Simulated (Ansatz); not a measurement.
# PbS: the band gap up the ladder of functionals

One table from this session's results is given with a row withheld; the runs are named, their logs left out.

The runs shown are made with Ansatz 0.2.0. PAW datasets, plane waves. (Simulation; spin polarisation is off.)

## The cell

The cell was relaxed beforehand with r2SCAN.

Space group Fm-3m (No. 225), cubic; a = 5.974 Å in the conventional setting, 26.66 Å³ an atom. Pb has 6 S at 2.99 Å; S has 6 Pb at 2.99 Å.

Structure file:

```
CELL_PARAMETERS angstrom
0.00000 2.98723 2.98723
2.98723 0.00000 2.98723
2.98723 2.98723 0.00000
ATOMIC_POSITIONS crystal
Pb 0.00000 0.00000 0.00000
S 0.50000 0.50000 0.50000
```

The first run:

Input file input.yaml:

```yaml
crystal:
  lattice:
    - [0.0, 2.9872321667, 2.9872321667]
    - [2.9872321667, 0.0, 2.9872321667]
    - [2.9872321667, 2.9872321667, 0.0]
  atoms:
    - { symbol: Pb, position: [0.0, 0.0, 0.0] }
    - { symbol: S, position: [0.5, 0.5, 0.5] }
kpoints:
  mp_grid: { grid: [8, 8, 8] }
  band_path:
    path:
      - [[0.0, 0.0, 0.0], [0.5, -1.918931377664e-35, 0.5], [0.625, 0.25, 0.625]]
      - [[0.375, 0.375, 0.75], [0.0, 0.0, 0.0], [0.5, 0.5, 0.5], [0.5, 0.25, 0.75], [0.5, -1.918931377664e-35, 0.5]]
    npoints: 10
hamiltonian:
  xc: pbe
scf:
  occupations: { method: fermi_dirac, width: 0.02 }
  n_extra_bands: 4
output:
  forces: true
  stress: true
  eigenvalues: true
  write_density: true
  write_potential: true
  elf: true
  volumetric_format: npy
```

Launch:

```console
$ ansatz run input.yaml --threads 4 --pin off --max-ram 7372MiB --backend cpu --events-out ev --progress --plain --runs-dir out
```

Steps of the session up to this table: Band structure with PBE; Single point with r2SCAN; Single point with HSE06; PBE+SOC at the same geometry; Single point with PBE0; LDA; G0W0 on PBE; DDH-PBE0; Single point with HSE06+SOC; LC-ωPBE at the same geometry; Hartree-Fock.

One of the session's tables, all rows but one given; the rest of the session is left out.

```
                     level  gap (eV)
                       PBE      0.43
                    r2SCAN      0.69
                     HSE06      0.88
                   PBE+SOC      0.01
                      PBE0      1.45
                       LDA         ?
G0W0@PBE (159 empty bands)      0.56
G0W0@PBE (395 empty bands)      0.69
                  DDH-PBE0      0.67
                 HSE06+SOC      0.39
                   LC-ωPBE      4.77
              Hartree-Fock      5.35
```

**Question.** Estimate the row for LDA.

As computed: gap (eV): 0.30. In the column «gap (eV)» it lies between PBE+SOC (0.01) and HSE06+SOC (0.39).

Meshes: PBE 8×8×8, r2SCAN 8×8×8, HSE06 6×6×6, PBE+SOC 8×8×8, PBE0 6×6×6, LDA 8×8×8, DDH-PBE0 6×6×6, HSE06+SOC 4×4×4, LC-ωPBE 6×6×6, Hartree-Fock 6×6×6.

PBE reaches 63 % of the G0W0@PBE value, and r2SCAN 100 %. PBE0 lies 0.58 eV above HSE06, which differs from it by screening the long-range exchange. Hartree-Fock lies above G0W0@PBE by 4.7 eV. G0W0 here is at a finite number of bands, screening cutoff and k mesh, not at the basis limit.

Caveats from the session: Warnings in the runs' records: stress scf threshold loose, stress exchange threshold loose.
